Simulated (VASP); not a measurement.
CdO (Monteponite):

```
CELL_PARAMETERS angstrom
0.00000 2.34950 2.34950
2.34950 0.00000 2.34950
2.34950 2.34950 0.00000
ATOMIC_POSITIONS crystal
Cd 0.00000 0.00000 0.00000
O 0.50000 0.50000 0.50000
```

- Program: VASP 6.6.1
- Task: relaxation of cell and atoms
- Functional: RPBE
- Potentials or basis: VASP PAW PBE potentials, release 64 (Cd, O)
- Cutoff: 600 eV
- k mesh: 10 × 10 × 10
- Occupations: fermi-dirac, width 0.05 eV
- Spin: no spin polarisation

At the start: pressure 11.9 GPa; volume 12.97 Å³/atom.

Where does the relaxation end?

Over 3 steps the energy falls by 39.9 meV/atom and the volume is 14.14 Å³/atom (+9.0 %); space group Fm-3m (No. 225, to 0.05 Å).

The path:
```csv
step,energy change (eV),largest force (eV/Å),pressure (GPa),volume (Å³)
1,0.0000,0.0000,11.88,25.94
2,-0.0573,0.0000,-4.83,29.72
3,-0.0799,0.0000,0.00,28.29
```

Final structure:
```
Cd O
1.0
     0.00000    2.41833    2.41833
     2.41833    0.00000    2.41833
     2.41833    2.41833    0.00000
Cd O
1 1
Direct
  0.00000 0.00000 0.00000
  0.50000 0.50000 0.50000
```

Caveat: the PAW data sets were made with another functional, which shifts forces and pressure a little.
